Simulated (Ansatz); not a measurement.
Write the native input for Ansatz 0.2.0 that does the following.

| Quantity | Value |
| --- | --- |
| Task | single point |
| Functional | PBEsol |
| Dispersion | D4 |
| Potentials or basis | Ansatz PAW earlier set |
| Cutoff | 930 eV (not typed: the program's choice for these potentials) |
| k mesh | 12 × 12 × 12 |
| Occupations | fermi-dirac, width 0.1 eV |
| Spin | collinear spin, ferromagnetic start |
| Starting moments | [3.0] μB |
| Hubbard terms | Cr d U = 4 eV |
| Hubbard projectors | atomic |
| Double counting | fll |

Crystal: Cr.

```xyz
1
Lattice="-1.4438 1.4438 1.4438 1.4438 -1.4438 1.4438 1.4438 1.4438 -1.4438" Properties=species:S:1:pos:R:3 pbc="T T T"
Cr    0.0000    0.0000    0.0000
```

The cell isn't the ideal one: volume scaled by 0.92.

The input as run:

input.yaml

```yaml
crystal:
  lattice:
    - [-1.4437591695, 1.4437591695, 1.4437591695]
    - [1.4437591695, -1.4437591695, 1.4437591695]
    - [1.4437591695, 1.4437591695, -1.4437591695]
  atoms:
    - { symbol: Cr, spin: 3.0, position_ang: [0.0, 0.0, 0.0] }
hamiltonian:
  xc: pbesol
  pseudopotentials: { kind: paw, source: ansatz }
  dispersion: d4
  hubbard:
    sites: [{ species: Cr, l: d, u_eff: 4.0 }]
    projectors: atomic
    double_counting: fll
magnetization:
  spin_polarized: true
kpoints:
  mp_grid: { grid: [12, 12, 12] }
scf:
  occupations: { method: fermi_dirac, width: 0.1 }
output:
  forces: true
  stress: true
  eigenvalues: true
```

Potentials or basis: Ansatz PAW earlier set.

Run with:

```console
$ ansatz run input.yaml --threads 1 --pin off --max-ram 2560MiB --backend cpu --events-out ev --progress --plain --runs-dir out
```

Results of the run:

- Pressure: 63.9 GPa
- Band gap on the k mesh: none (metal or under the smearing width)
- Net moment: 3.62 μB per cell
- Absolute moment: 3.62 μB per cell
- Site moments: Cr +3.20 μB

Caveat: the magnetic or orbital state may not be the lowest; pairwise dispersion overbinds metals, which lowers pressure and volume; the PAW data sets come from PBE, with cores solved anew for the run's functional, which leaves a small shift of forces and pressure; the U is typed as a test and isn't derived for this compound.

Wall time 83 s on 1 thread of Arm Neoverse V1 (shared host), peak memory 0.6 GiB.
